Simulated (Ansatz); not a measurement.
# CdO (Monteponite) (Fm-3m) in Ansatz: notebook

Runs on CdO (Monteponite). Level: PBEsol+D3(BJ). Tasks: single point, equation of state.

Program: Ansatz 0.2.0. These are calculated values, not measurements. Logs are shortened: lines on timing, memory, paths and dates and some standing lists are left out, and cuts for length are marked.

### Step 1. The crystal as given

Symmetry: Fm-3m, No. 225, cubic system. Conventional cell: a = 4.699 Å, b = 4.699 Å, c = 4.699 Å, α = 90.00°, β = 90.00°, γ = 90.00°. Cd (site symmetry m-3m) has 6 O at 2.35 Å as nearest neighbours. O (site symmetry m-3m) is surrounded by 6 Cd at 2.35 Å.

### Step 2. Single point, PBEsol+D3(BJ), 12.19 Å³/atom (volume scaled by 0.94)

input.yaml reads:

```yaml
crystal:
  lattice:
    - [0.0, 2.3015375624, 2.3015375624]
    - [2.3015375624, 0.0, 2.3015375624]
    - [2.3015375624, 2.3015375624, 0.0]
  atoms:
    - { symbol: Cd, position: [0.0, 0.0, 0.0] }
    - { symbol: O, position: [0.5, 0.5, 0.5] }
hamiltonian:
  xc: pbesol
  pseudopotentials: { kind: paw }
  dispersion: d3bj
kpoints:
  mp_grid: { grid: [10, 10, 10] }
scf:
  occupations: { method: fermi_dirac, width: 0.05 }
output:
  forces: true
  stress: true
  eigenvalues: true
```

Potentials or basis: Ansatz PAW.

On the command line:

```
ansatz run input.yaml --threads 2 --pin off --max-ram 5120MiB --backend cpu --events-out ev --progress --plain --runs-dir out
```

Output:

```text
Warning: RAYON_NUM_THREADS=2 ignored (pool sized by the plan → 2); use --threads N
Engine: ansatz 0.2.0, x86_64-unknown-linux-gnu
Pseudopotentials: kind: paw
Pseudopotential: Cd, paw, valence charge 20, recommended cutoff 420 eV (normal), Cd.paw.azcp
Pseudopotential: O, paw, valence charge 6, recommended cutoff 420 eV (normal), O.paw.azcp
Functional definition: PBEsol
  exchange = pbesol_x
  correlation = pbesol_c
Crystal: 2 atoms, lattice volume = 24.383 Å³
Basis set: ecut = 420 eV, 531 PW (Γ), exchange–correlation on 48×48×48 points (8 copies of the dense FFT grid, shifted against one another)
Bands: 17, of which v1, the nominal top of the filled ones, is band 13 counted from 1 (12 counted from 0)
Symmetry: 48 space group operations
Space group: Fm-3m (ITA 225), of the structure as read, at distance tolerance 2.9e-5 Å
k-points: 47 of 1000
Non-local potential: Cd, projectors of the file, l = 0: 3, l = 1: 2, l = 2: 2, l = 3: 1
Non-local potential: O, projectors of the file, l = 0: 2, l = 1: 2, l = 2: 1
PAW form: soft (Blöchl's): semilocal exchange-correlation on the pseudo side does not see the compensation charge
PAW frozen core: Cd, regenerated for the run's functional, and the local potential with it (the file was generated under x = pbe(κ = 0.804, μ = 0.2195149727645171), c = pbe(β = 0.06672455060314922))
PAW frozen core: O, regenerated for the run's functional, and the local potential with it (the file was generated under x = pbe(κ = 0.804, μ = 0.2195149727645171), c = pbe(β = 0.06672455060314922))
PAW one-centre angular grid: Cd, 590 points (default); XC on 64 Gauss nodes
PAW one-centre angular grid: O, 110 points (default); XC on 64 Gauss nodes
Initial density: superposition of atomic densities (neutral atoms: chi_scale 0, normalization atom), corrected by the library's trained network
Initial wavefunctions: pseudopotential atomic-orbital guess
Functional: x = pbesol(κ = 0.804, μ = 0.12345679012345678), c = pbesol(β = 0.046)
SCF iter   1: F=—  HF=-8744.999598 eV  |F-HF|=—  |Δ(HF+E_count)|=         —  Δρ=1.57e-2  dr2=4.99e-2  ethr=1.77e-3  ⟨swp⟩=5.1  Hψ=3581  notcnv=0
preconditioner: auto → none  [insulator: Δε(μ)=0.513 eV  Ē_g=15.735 eV  σ=0.050 eV  W_gap=0.96  n_scr=14 (ndim 8)  ℏωp=31.9 eV  f_vac=0.000  D(μ)=0.04/eV (n_scr^D=0)  ε∞_Penn≈5.1]
SCF iter   2: F=—  HF=-8744.987605 eV  |F-HF|=—  |Δ(HF+E_count)|=   1.20e-2  Δρ=4.99e-3  dr2=6.15e-3  ethr=1.92e-4  ⟨swp⟩=2.0  Hψ=1356  notcnv=0
SCF iter   3: F=—  HF=-8744.986198 eV  |F-HF|=—  |Δ(HF+E_count)|=   1.41e-3  Δρ=1.03e-3  dr2=1.60e-4  ethr=2.37e-5  ⟨swp⟩=2.0  Hψ=1093  notcnv=0
SCF iter   4: F=—  HF=-8744.986150 eV  |F-HF|=—  |Δ(HF+E_count)|=   4.74e-5  Δρ=3.12e-4  dr2=1.04e-5  ethr=6.15e-7  ⟨swp⟩=2.9  Hψ=1590  notcnv=0
SCF iter   5: F=—  HF=-8744.986147 eV  |F-HF|=—  |Δ(HF+E_count)|=   3.76e-6  Δρ=1.81e-5  dr2=4.73e-8  ethr=4.01e-8  ⟨swp⟩=1.4  Hψ=912  notcnv=0
SCF iter   6: F=-8744.986147 eV  HF=-8744.986147 eV  |F-HF|=2.80e-10  |Δ(HF+E_count)|=  6.71e-10  Δρ=1.93e-6  dr2=2.83e-10  ethr=1.82e-10  ⟨swp⟩=2.0  Hψ=2687  notcnv=0
SCF 1 converged in 6 iterations: F = -8744.986147 eV  dr2 = 2.83e-10
SCF converged after 6 iterations
Free energy (F): -8744.986147 eV
Harris-Foulkes:  -8744.986147 eV  (|F-HF|=2.80e-10)
Internal energy: -8744.985631 eV  (E = F + TS)
E sigma→0 (E₀):  -8744.985889 eV
Entropy (-TS):   -0.000516 eV (-0.258 meV/atom)
Fermi energy:    13.994809 eV
--- Per-component energies (eV) ---
  E_band       = -324.952635
  E_kinetic    = 681.038137
  E_local      = -2921.644654  (includes V_loc(G=0)·N_el)
  E_nonlocal   = 87.476689
  E_hartree    = 1360.740955
  E_xc         = -248.590413
  E_vxc        = -314.966824  (∫ρ·V_xc dr)
  E_paw        = -4168.066852  (= ΣΔE_a)
  E_vpaw       = -578.341110  (= ΣTr[D̂ρ^β])
  E_aug_tail   = 0.002384  (compensation charges beyond the density's cutoff)
  E_ewald      = -3535.779083
  E_disp       = -0.540042  (pairwise vdW)
  E_core_change = 0.377248  (= ΣΔE_core)
  E_smearing   = -0.000516  (= −TS)
  E_closure    = 0.000000  (closes the sum)
  Σ components = -8744.986147   (vs F -8744.986147, Δ=0.00e0)
--- Forces (eV/Å), atoms counted from 1 ---
  atom   1  Cd    -0.00000000    -0.00000000     0.00000000
  atom   2  O      0.00000000    -0.00000000     0.00000000
  max |Σ_I F_I| component: 8.02e-30 eV/Å
--- Stress (GPa, compression-positive) ---
        5.650856      -0.000000      -0.000000
        0.000000       5.650856      -0.000000
       -0.000000       0.000000       5.650856
  P = ⅓ Tr σ = 5.6509 GPa (56.509 kbar)
--- Band table (eV; the first three rows and the last of 47) ---
  k-point 0: bands = ["-86.4812", "-47.6039", "-47.6039", "-47.6039", "-3.9775", "7.0322", "7.0322", "7.0322", "7.3789", "7.3789", "12.1797", "12.1797", "12.1797", "13.4424", "28.1407", "31.1505", "31.1505"]
  k-point 1: bands = ["-86.4810", "-47.6061", "-47.6042", "-47.6042", "-3.8961", "6.9768", "7.0480", "7.0480", "7.2921", "7.2921", "11.3311", "12.3577", "12.3577", "14.4477", "27.2705", "30.3779", "30.3926"]
  k-point 2: bands = ["-86.4806", "-47.6119", "-47.6051", "-47.6051", "-3.6750", "6.7647", "6.8810", "6.8810", "7.3087", "7.3087", "10.4048", "12.7935", "12.7935", "15.8691", "25.1901", "28.8030", "28.8030"]
  k-point 46: bands = ["-86.4792", "-47.6213", "-47.6174", "-47.6131", "-3.1089", "6.6784", "6.8082", "6.9995", "7.8534", "8.1222", "10.1799", "10.7572", "11.7605", "19.8384", "22.6429", "23.1612", "25.2168"]
```

Wall time 0.66 s (2 threads of Intel Xeon Platinum 8559C (Emerald Rapids), shared host); peak memory 0.42 GiB.

What came out:

- Free energy: -8744.9861 eV
- Pressure: 5.7 GPa
- Band gap on the k mesh: none (metal or under the smearing width)

Caveat: the pressure holds a Pulay correction of +0.6 GPa for the finite cutoff; pairwise dispersion overbinds metals, which lowers pressure and volume; the PAW data sets come from PBE, with cores solved anew for the run's functional, which leaves a small shift of forces and pressure.

### Step 3. Single point, PBEsol+D3(BJ), 12.45 Å³/atom (volume scaled by 0.96)

input.yaml, as its differences from that of step 2:

```diff
@@ -2,5 +2,5 @@
   lattice:
-    - [0.0, 2.3015375624, 2.3015375624]
-    - [2.3015375624, 0.0, 2.3015375624]
-    - [2.3015375624, 2.3015375624, 0.0]
+    - [0.0, 2.3177461075, 2.3177461075]
+    - [2.3177461075, 0.0, 2.3177461075]
+    - [2.3177461075, 2.3177461075, 0.0]
   atoms:
@@ -20 +20,5 @@
   eigenvalues: true
+  write_density: true
+  write_potential: true
+  elf: true
+  volumetric_format: npy
```

Potentials or basis: Ansatz PAW.

On the command line:

```
ansatz run input.yaml --threads 2 --pin off --max-ram 5120MiB --backend cpu --events-out ev --progress --plain --runs-dir out
```

Wall time 0.88 s (2 threads of Intel Xeon Platinum 8559C (Emerald Rapids), shared host); peak memory 0.42 GiB.

The run converged. Its results:

- Free energy: -8744.9984 eV
- Pressure: 2.0 GPa
- Band gap on the k mesh: none (metal or under the smearing width)

Caveat: the pressure holds a Pulay correction of +0.6 GPa for the finite cutoff; pairwise dispersion overbinds metals, which lowers pressure and volume; the PAW data sets come from PBE, with cores solved anew for the run's functional, which leaves a small shift of forces and pressure.

### Step 4. Single point, PBEsol+D3(BJ), 12.71 Å³/atom (volume scaled by 0.98)

input.yaml reads:

```yaml
crystal:
  lattice:
    - [0.0, 2.3337310685, 2.3337310685]
    - [2.3337310685, 0.0, 2.3337310685]
    - [2.3337310685, 2.3337310685, 0.0]
  atoms:
    - { symbol: Cd, position: [0.0, 0.0, 0.0] }
    - { symbol: O, position: [0.5, 0.5, 0.5] }
hamiltonian:
  xc: pbesol
  pseudopotentials: { kind: paw }
  dispersion: d3bj
kpoints:
  mp_grid: { grid: [10, 10, 10] }
scf:
  occupations: { method: fermi_dirac, width: 0.05 }
output:
  forces: true
  stress: true
  eigenvalues: true
```

On the command line:

```
ansatz run input.yaml --threads 2 --pin off --max-ram 5120MiB --backend cpu --events-out ev --progress --plain --runs-dir out
```

It took 0.63 s on 2 threads of Intel Xeon Platinum 8559C (Emerald Rapids), shared host; peak memory 0.42 GiB.

Results (log left out):

| Quantity | Value |
| --- | --- |
| Free energy | -8744.9996 eV |
| Pressure | -1.2 GPa |
| Band gap on the k mesh | none (metal or under the smearing width) |

Caveat: the pressure holds a Pulay correction of +0.5 GPa for the finite cutoff; pairwise dispersion overbinds metals, which lowers pressure and volume; the PAW data sets come from PBE, with cores solved anew for the run's functional, which leaves a small shift of forces and pressure.

### Step 5. Single point, PBEsol+D3(BJ), 12.97 Å³/atom

input.yaml, as its differences from that of step 4:

```diff
@@ -2,5 +2,5 @@
   lattice:
-    - [0.0, 2.3337310685, 2.3337310685]
-    - [2.3337310685, 0.0, 2.3337310685]
-    - [2.3337310685, 2.3337310685, 0.0]
+    - [0.0, 2.3495, 2.3495]
+    - [2.3495, 0.0, 2.3495]
+    - [2.3495, 2.3495, 0.0]
   atoms:
@@ -20 +20,5 @@
   eigenvalues: true
+  write_density: true
+  write_potential: true
+  elf: true
+  volumetric_format: npy
```

On the command line:

```
ansatz run input.yaml --threads 2 --pin off --max-ram 5120MiB --backend cpu --events-out ev --progress --plain --runs-dir out
```

Run time: 1 s. Hardware: 2 threads of Intel Xeon Platinum 8559C (Emerald Rapids), shared host; peak memory 0.43 GiB.

Results (log left out):

```yaml
Free_energy: -8744.9910 eV
Pressure: -4.1 GPa
Band_gap_on_the_k_mesh: none (metal or under the smearing width)
```

Caveat: the pressure holds a Pulay correction of +0.5 GPa for the finite cutoff; pairwise dispersion overbinds metals, which lowers pressure and volume; the PAW data sets come from PBE, with cores solved anew for the run's functional, which leaves a small shift of forces and pressure.

### Step 6. Single point, PBEsol+D3(BJ), 13.23 Å³/atom (volume scaled by 1.02)

input.yaml, as its differences from that of step 5:

```diff
@@ -2,5 +2,5 @@
   lattice:
-    - [0.0, 2.3495, 2.3495]
-    - [2.3495, 0.0, 2.3495]
-    - [2.3495, 2.3495, 0.0]
+    - [0.0, 2.3650600561, 2.3650600561]
+    - [2.3650600561, 0.0, 2.3650600561]
+    - [2.3650600561, 2.3650600561, 0.0]
   atoms:
@@ -20,5 +20 @@
   eigenvalues: true
-  write_density: true
-  write_potential: true
-  elf: true
-  volumetric_format: npy
```

Potentials or basis: Ansatz PAW.

On the command line:

```
ansatz run input.yaml --threads 2 --pin off --max-ram 5120MiB --backend cpu --events-out ev --progress --plain --runs-dir out
```

Run time: 0.62 s. Hardware: 2 threads of Intel Xeon Platinum 8559C (Emerald Rapids), shared host; peak memory 0.42 GiB.

The run converged. Its results:

* Free energy: -8744.9736 eV
* Pressure: -6.6 GPa
* Band gap on the k mesh: none (metal or under the smearing width)

Caveat: the pressure holds a Pulay correction of +0.5 GPa for the finite cutoff; pairwise dispersion overbinds metals, which lowers pressure and volume; the PAW data sets come from PBE, with cores solved anew for the run's functional, which leaves a small shift of forces and pressure.

### Step 7. Single point, PBEsol+D3(BJ), 13.49 Å³/atom (volume scaled by 1.04)

input.yaml, as its differences from that of step 6:

```diff
@@ -2,5 +2,5 @@
   lattice:
-    - [0.0, 2.3650600561, 2.3650600561]
-    - [2.3650600561, 0.0, 2.3650600561]
-    - [2.3650600561, 2.3650600561, 0.0]
+    - [0.0, 2.3804180193, 2.3804180193]
+    - [2.3804180193, 0.0, 2.3804180193]
+    - [2.3804180193, 2.3804180193, 0.0]
   atoms:
```

On the command line:

```
ansatz run input.yaml --threads 2 --pin off --max-ram 5120MiB --backend cpu --events-out ev --progress --plain --runs-dir out
```

It took 0.62 s on 2 threads of Intel Xeon Platinum 8559C (Emerald Rapids), shared host; peak memory 0.42 GiB.

Results (log left out):

```
Free energy            : -8744.9485 eV
Pressure               : -8.9 GPa
Band gap on the k mesh : none (metal or under the smearing width)
```

Caveat: the pressure holds a Pulay correction of +0.5 GPa for the finite cutoff; pairwise dispersion overbinds metals, which lowers pressure and volume; the PAW data sets come from PBE, with cores solved anew for the run's functional, which leaves a small shift of forces and pressure.

### Step 8. Single point, PBEsol+D3(BJ), 13.75 Å³/atom (volume scaled by 1.06)

input.yaml, as its differences from that of step 7:

```diff
@@ -2,5 +2,5 @@
   lattice:
-    - [0.0, 2.3804180193, 2.3804180193]
-    - [2.3804180193, 0.0, 2.3804180193]
-    - [2.3804180193, 2.3804180193, 0.0]
+    - [0.0, 2.3955803263, 2.3955803263]
+    - [2.3955803263, 0.0, 2.3955803263]
+    - [2.3955803263, 2.3955803263, 0.0]
   atoms:
```

On the command line:

```
ansatz run input.yaml --threads 2 --pin off --max-ram 5120MiB --backend cpu --events-out ev --progress --plain --runs-dir out
```

Wall time 0.74 s (2 threads of Intel Xeon Platinum 8559C (Emerald Rapids), shared host); peak memory 0.42 GiB.

The run converged. Its results:

| Quantity | Value |
| --- | --- |
| Free energy | -8744.9165 eV |
| Pressure | -10.9 GPa |
| Band gap on the k mesh | none (metal or under the smearing width) |

Caveat: the pressure holds a Pulay correction of +0.5 GPa for the finite cutoff; pairwise dispersion overbinds metals, which lowers pressure and volume; the PAW data sets come from PBE, with cores solved anew for the run's functional, which leaves a small shift of forces and pressure.

### Step 9. Equation of state, PBEsol+D3(BJ)

Potentials or basis: Ansatz PAW.

This step only gathers the single runs of the series.

What came out:

```yaml
Equilibrium_volume: 12.61 Å³/atom
Bulk_modulus: 154 GPa
Pressure_derivative_of_the_bulk_modulus: 4.8
```

Energy against volume, from the lowest point:
| volume (Å³/atom) | energy (meV/atom) |
| --- | --- |
| 12.191 | 6.75 |
| 12.451 | 0.62 |
| 12.710 | 0.00 |
| 12.970 | 4.30 |
| 13.229 | 13.03 |
| 13.488 | 25.55 |
| 13.748 | 41.58 |
